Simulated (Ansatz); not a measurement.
**WS2: a stacking-fault curve**

This session takes WS2 and sets out to slide the crystal rigidly across a (1 0 0) plane.

Computed with Ansatz 0.2.0 (DFT r2SCAN, scalar-relativistic, plane waves, PAW, unless a step's input says otherwise).

4 further runs of the same task are left out: 4 set aside as unsound or not needed. Runs told in other sessions of the task aren't counted.

## (1) The system as given

Symmetry: P-6m2, No. 187, hexagonal system. Conventional cell: a = 3.181 Å, b = 3.181 Å, c = 16.951 Å, α = 90.00°, β = 90.00°, γ = 120.00°. W (site symmetry -6m2) is surrounded by 6 S at 2.41 Å. S (site symmetry 3m) is surrounded by 3 W at 2.41 Å.

Coordinates:

```cif
data_structure
_symmetry_space_group_name_H-M 'P 1'
_symmetry_Int_Tables_number 1
_cell_length_a 3.1811
_cell_length_b 16.9507
_cell_length_c 11.0196
_cell_angle_alpha 90.000
_cell_angle_beta 90.000
_cell_angle_gamma 90.000
_cell_volume 594.20
loop_
_atom_site_label
_atom_site_type_symbol
_atom_site_fract_x
_atom_site_fract_y
_atom_site_fract_z
_atom_site_occupancy
W1 W 0.50000 0.00000 0.08333 1
W2 W 0.00000 0.00000 0.33333 1
W3 W 0.50000 0.00000 0.58333 1
W4 W 0.00000 0.00000 0.83333 1
S1 S 0.00000 0.09198 0.16667 1
S2 S 0.50000 0.09198 0.41667 1
S3 S 0.00000 0.09198 0.66667 1
S4 S 0.50000 0.09198 0.91667 1
S5 S 0.00000 0.90802 0.16667 1
S6 S 0.50000 0.90802 0.41667 1
S7 S 0.00000 0.90802 0.66667 1
S8 S 0.50000 0.90802 0.91667 1
```

It goes back to an entry of the Materials Project, which need not be the stable form.

It is built from the cell relaxed beforehand with the same method (49.52 Å³/atom).

## (2) The undisturbed cell

Contents of input.yaml:

```yaml
crystal:
  lattice:
    - [1.5905476924, -2.7549094151, 0.0]
    - [0.0, 0.0, -16.9507399883]
    - [9.5432861544, 5.5098188302, 0.0]
  atoms:
    - { symbol: W, position: [0.5, 0.0, 0.0833333333] }
    - { symbol: W, position: [0.0, 0.0, 0.3333333333] }
    - { symbol: W, position: [0.5, 0.0, 0.5833333333] }
    - { symbol: W, position: [0.0, 0.0, 0.8333333333] }
    - { symbol: S, position: [0.0, 0.0919775097, 0.1666666667] }
    - { symbol: S, position: [0.5, 0.0919775097, 0.4166666667] }
    - { symbol: S, position: [0.0, 0.0919775097, 0.6666666667] }
    - { symbol: S, position: [0.5, 0.0919775097, 0.9166666667] }
    - { symbol: S, position: [0.0, 0.9080224903, 0.1666666667] }
    - { symbol: S, position: [0.5, 0.9080224903, 0.4166666667] }
    - { symbol: S, position: [0.0, 0.9080224903, 0.6666666667] }
    - { symbol: S, position: [0.5, 0.9080224903, 0.9166666667] }
basis:
  ecutwfc: 500
kpoints:
  mp_grid: { grid: [8, 2, 3] }
hamiltonian:
  xc: r2scan
scf:
  occupations: { method: gaussian, width: 0.05 }
output:
  forces: true
  stress: true
  eigenvalues: true
```

On the command line:

```sh
> ansatz run input.yaml --threads 2 --pin off --max-ram 5120MiB --backend cpu --events-out ev --progress --plain --runs-dir out
```

## (3) The scan: a stacking-fault curve

The cut lies on the cell's a–b face, a (1 0 0) plane of area 53.92 Å², between layers 1.84 Å apart (S below, W above); the cell is 11.0 Å thick. Vector c is tilted by f times 0·a + 1·b (length 16.951 Å) with the atoms' Cartesian places fixed: one unrelaxed fault per cell.

## (4) Point f = 0.167

Contents of input.yaml:

```yaml
crystal:
  lattice:
    - [1.5905476924, -2.7549094151, 0.0]
    - [0.0, 0.0, -16.9507399883]
    - [9.5432861544, 5.5098188302, -2.825688356]
  atoms:
    - { symbol: W, position: [0.5, -0.1389166667, 0.8333333333] }
    - { symbol: W, position: [0.0, -0.0138916667, 0.0833333333] }
    - { symbol: W, position: [0.5, -0.0555666667, 0.3333333333] }
    - { symbol: W, position: [0.0, -0.0972416667, 0.5833333333] }
    - { symbol: S, position: [0.0, -0.0608308236, 0.9166666667] }
    - { symbol: S, position: [0.5, 0.0641941764, 0.1666666667] }
    - { symbol: S, position: [0.0, 0.0225191764, 0.4166666667] }
    - { symbol: S, position: [0.5, -0.0191558236, 0.6666666667] }
    - { symbol: S, position: [0.0, 0.755214157, 0.9166666667] }
    - { symbol: S, position: [0.5, 0.880239157, 0.1666666667] }
    - { symbol: S, position: [0.0, 0.838564157, 0.4166666667] }
    - { symbol: S, position: [0.5, 0.796889157, 0.6666666667] }
basis:
  ecutwfc: 500
kpoints:
  mp_grid: { grid: [8, 2, 3] }
hamiltonian:
  xc: r2scan
scf:
  occupations: { method: gaussian, width: 0.05 }
output:
  forces: true
  stress: true
  eigenvalues: true
```

## (5) Point f = 0.333

Contents of input.yaml:

```yaml
crystal:
  lattice:
    - [1.5905476924, -2.7549094151, 0.0]
    - [0.0, 0.0, -16.9507399883]
    - [9.5432861544, 5.5098188302, -5.6496816381]
  atoms:
    - { symbol: W, position: [0.5, -0.27775, 0.8333333333] }
    - { symbol: W, position: [0.0, -0.027775, 0.0833333333] }
    - { symbol: W, position: [0.5, -0.1111, 0.3333333333] }
    - { symbol: W, position: [0.0, -0.194425, 0.5833333333] }
    - { symbol: S, position: [0.0, -0.2135474903, 0.9166666667] }
    - { symbol: S, position: [0.5, 0.0364275097, 0.1666666667] }
    - { symbol: S, position: [0.0, -0.0468974903, 0.4166666667] }
    - { symbol: S, position: [0.5, -0.1302224903, 0.6666666667] }
    - { symbol: S, position: [0.0, 0.6024974903, 0.9166666667] }
    - { symbol: S, position: [0.5, 0.8524724903, 0.1666666667] }
    - { symbol: S, position: [0.0, 0.7691474903, 0.4166666667] }
    - { symbol: S, position: [0.5, 0.6858224903, 0.6666666667] }
basis:
  ecutwfc: 500
kpoints:
  mp_grid: { grid: [8, 2, 3] }
hamiltonian:
  xc: r2scan
scf:
  occupations: { method: gaussian, width: 0.05 }
output:
  forces: true
  stress: true
  eigenvalues: true
```

## (6) f = 0.500

Contents of input.yaml:

```yaml
crystal:
  lattice:
    - [1.5905476924, -2.7549094151, 0.0]
    - [0.0, 0.0, -16.9507399883]
    - [9.5432861544, 5.5098188302, -8.4753699942]
  atoms:
    - { symbol: W, position: [0.5, -0.4166666666, 0.8333333333] }
    - { symbol: W, position: [0.0, -0.0416666666, 0.0833333333] }
    - { symbol: W, position: [0.5, -0.1666666667, 0.3333333333] }
    - { symbol: W, position: [0.0, -0.2916666666, 0.5833333333] }
    - { symbol: S, position: [0.0, -0.3663558236, 0.9166666667] }
    - { symbol: S, position: [0.5, 0.0086441763, 0.1666666667] }
    - { symbol: S, position: [0.0, -0.1163558236, 0.4166666667] }
    - { symbol: S, position: [0.5, -0.2413558237, 0.6666666667] }
    - { symbol: S, position: [0.0, 0.4496891569, 0.9166666667] }
    - { symbol: S, position: [0.5, 0.824689157, 0.1666666667] }
    - { symbol: S, position: [0.0, 0.699689157, 0.4166666667] }
    - { symbol: S, position: [0.5, 0.574689157, 0.6666666667] }
basis:
  ecutwfc: 500
kpoints:
  mp_grid: { grid: [8, 2, 3] }
hamiltonian:
  xc: r2scan
scf:
  occupations: { method: gaussian, width: 0.05 }
output:
  forces: true
  stress: true
  eigenvalues: true
```

## (7) f = 0.083

Contents of input.yaml:

```yaml
crystal:
  lattice:
    - [1.5905476924, -2.7549094151, 0.0]
    - [0.0, 0.0, -16.9507399883]
    - [9.5432861544, 5.5098188302, -1.411996641]
  atoms:
    - { symbol: W, position: [0.5, -0.0694166667, 0.8333333333] }
    - { symbol: W, position: [0.0, -0.0069416667, 0.0833333333] }
    - { symbol: W, position: [0.5, -0.0277666667, 0.3333333333] }
    - { symbol: W, position: [0.0, -0.0485916667, 0.5833333333] }
    - { symbol: S, position: [0.0, 0.0156191764, 0.9166666667] }
    - { symbol: S, position: [0.5, 0.0780941764, 0.1666666667] }
    - { symbol: S, position: [0.0, 0.0572691764, 0.4166666667] }
    - { symbol: S, position: [0.5, 0.0364441764, 0.6666666667] }
    - { symbol: S, position: [0.0, 0.831664157, 0.9166666667] }
    - { symbol: S, position: [0.5, 0.894139157, 0.1666666667] }
    - { symbol: S, position: [0.0, 0.873314157, 0.4166666667] }
    - { symbol: S, position: [0.5, 0.852489157, 0.6666666667] }
basis:
  ecutwfc: 500
kpoints:
  mp_grid: { grid: [8, 2, 3] }
hamiltonian:
  xc: r2scan
scf:
  occupations: { method: gaussian, width: 0.05 }
output:
  forces: true
  stress: true
  eigenvalues: true
  write_density: true
  write_potential: true
  elf: true
  volumetric_format: npy
```

(Steps that only read results are left out.)

What does the calculation give? Wanted: largest shear traction sampled.

**Answer**, as computed:

```
                      quantity                    value
  highest fault energy sampled  1679 mJ/m² at f = 0.083
largest shear traction sampled                  4.4 GPa
```

In words: The highest point computed is 1679 mJ/m², at f = 0.083; the true top can lie between points. The values are for rigid blocks: relaxation normal to the plane would bring them down. The gap on the mesh, 1.98 eV at the start, reads zero at f = 0.333. Spin-orbit coupling is left out, which matters for the bands of W. The cell holds empty space of several Å, a single layer or slab in vacuum, so volume, pressure and the long edge depend on that space. Where forces pass 15 eV/Å atoms stand far too close, the PAW spheres overlap strongly and those numbers are rough.
